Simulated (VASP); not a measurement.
InSe: single point with PBE

InSe:

```
In Se
1.0
     3.63204    0.00000    0.00000
     0.00000    3.63204    0.00000
     0.00000    0.00000    3.63204
In Se
1 1
Direct
  0.50000 0.50000 0.50000
  0.00000 0.00000 0.00000
```

The cell was built by a generator and needn't be a form met in nature.

```json
{
 "Program": "VASP 6.6.1",
 "Task": "single point",
 "Functional": "PBE",
 "Potentials or basis": "VASP PAW PBE potentials, release 64 (In_d, Se)",
 "Cutoff": "520 eV",
 "k mesh": "7 × 7 × 7",
 "Occupations": "fermi-dirac, width 0.05 eV",
 "Spin": "no spin polarisation",
 "Further INCAR settings": "ALGO = Normal; EDIFF = 1e-07; NBANDS = 16"
}
```

| Item | Value |
| --- | --- |
| Pressure | 0.0 GPa |
| Band gap on the k mesh | none (metal or under the smearing width) |

Levels at points of the mesh, in eV from the Fermi level:
| k point | band 5 | band 6 | band 7 | band 8 | band 9 | band 10 | band 11 | band 12 | band 13 | band 14 |
| --- | --- | --- | --- | --- | --- | --- | --- | --- | --- | --- |
| (0.00, 0.00, 0.00) | -14.17 | -13.48 | -3.50 | -1.41 | -1.41 | -1.41 | 5.28 | 5.28 | 8.33 | 8.33 |

Run time: 9.1 s on 1 thread of AMD EPYC 9R45 96-Core Processor (Zen 5), on a shared host, peak memory 0.13 GiB.
